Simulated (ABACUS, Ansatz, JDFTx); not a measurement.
# 11 crystals, 3 set-ups of PBE: the equilibrium volume

The same calculation (PBE, Γ-centred k mesh with a spacing near 0.25 Å⁻¹, Fermi-Dirac smearing of 0.05 eV, no spin-orbit coupling) was run on each cell with:

- A: JDFTx, PseudoDojo-SR-PBE-0.5-standard, cutoffs 599 to 1306 eV
- B: Ansatz LAPW, all-electron LAPW, scalar-relativistic
- C: ABACUS, PseudoDojo NC SR 0.4.1 PBE standard, cutoffs 599 to 1320 eV

Volumes are energy minima over scaled cells at fixed shape and fractions. Not every cell is the stable form of its formula. Spin polarisation and spin-orbit coupling are off unless named. Started with parallel moments: Co, V, CoGa.

```tsv
crystal	A (Å³/atom)	B (Å³/atom)	C (Å³/atom)
ZrS2 (P-3m1, 3 atoms)	23.905	23.899	23.904
WSi2 (I4/mmm, 3 atoms)	13.679	13.673	13.679
MgO (Fm-3m)	9.616	9.625	9.617
Pt (Fm-3m)	15.624	15.652	15.623
Co (P6_3/mmc, 2 atoms)	10.902	10.869	10.901
V (Im-3m)	13.472	13.455	13.473
CoGa (Pm-3m)	11.986	11.967	11.986
GaN (F-43m)	11.773	11.757	?
P (Cmce, 4 atoms)	21.043	21.028	21.043
MgS (Fm-3m)	17.898	17.877	?
Os (P6_3/mmc, 2 atoms)	14.261	14.281	?
```

Q: Estimate what C gave in the places left open.

A: In the rows shown C lies +0.06 % from the all-electron result in the median. The runs gave GaN 11.773 Å³/atom (+0.14 %); MgS 17.897 Å³/atom (+0.11 %); Os 14.261 Å³/atom (-0.14 %). The figures use the values as printed, and the reference carries errors of its own.
